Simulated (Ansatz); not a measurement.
# ZnSe: the cost of one run

Method: DFT PBE, scalar-relativistic, in Ansatz 0.2.0.

**1. Starting point**

Symmetry: F-43m, No. 216, cubic system. Conventional cell: a = 5.668 Å, b = 5.668 Å, c = 5.668 Å, α = 90.00°, β = 90.00°, γ = 90.00°. Around Zn (site symmetry -43m) lie 4 Se at 2.45 Å. Se (site symmetry -43m) is surrounded by 4 Zn at 2.45 Å.

Structure file:

```
Zn Se
1.0
     0.00000    2.83380    2.83380
     2.83380    0.00000    2.83380
     2.83380    2.83380    0.00000
Zn Se
1 1
Direct
  0.00000 0.00000 0.00000
  0.75000 0.75000 0.75000
```

Atoms are numbered in the order of the input: Zn1, Se2.

**2. Volume × 0.94, LAPW**

Contents of input.yaml:

```yaml
crystal:
  lattice:
    - [0.0, 2.7759511149, 2.7759511149]
    - [2.7759511149, 0.0, 2.7759511149]
    - [2.7759511149, 2.7759511149, 0.0]
  atoms:
    - { symbol: Zn, position: [0.0, 0.0, 0.0] }
    - { symbol: Se, position: [0.75, 0.75, 0.75] }
kpoints:
  mp_grid: { grid: [8, 8, 8] }
  band_path:
    path:
      - [0.0, 0.0, 0.0]
      - [-0.5, -0.5, 0.0]
      - [-0.375, -0.375, 0.25]
      - [-0.375, 0.0, 0.375]
      - [0.0, 0.0, 0.0]
      - [0.0, 0.0, 0.5]
      - [-0.5, -0.25, 0.25]
      - [-0.5, -0.5, 0.0]
    npoints: 5
scf:
  occupations: { method: fermi_dirac, width: 0.03 }
hamiltonian:
  xc: pbe
  pseudopotentials: { kind: all_electron, lapw: { basis_error: 0.001 } }
output:
  forces: true
  stress: true
  eigenvalues: true
```

Command:

```console
$ ansatz run input.yaml --threads 1 --pin off --max-ram 3072MiB --backend cpu --events-out ev --progress --plain --runs-dir out
```

What time and memory should one allow on 1 thread of Intel Xeon Platinum 8375C at 2.90GHz (Ice Lake), shared host?

About 17 s, with a peak of 0.34 GiB.
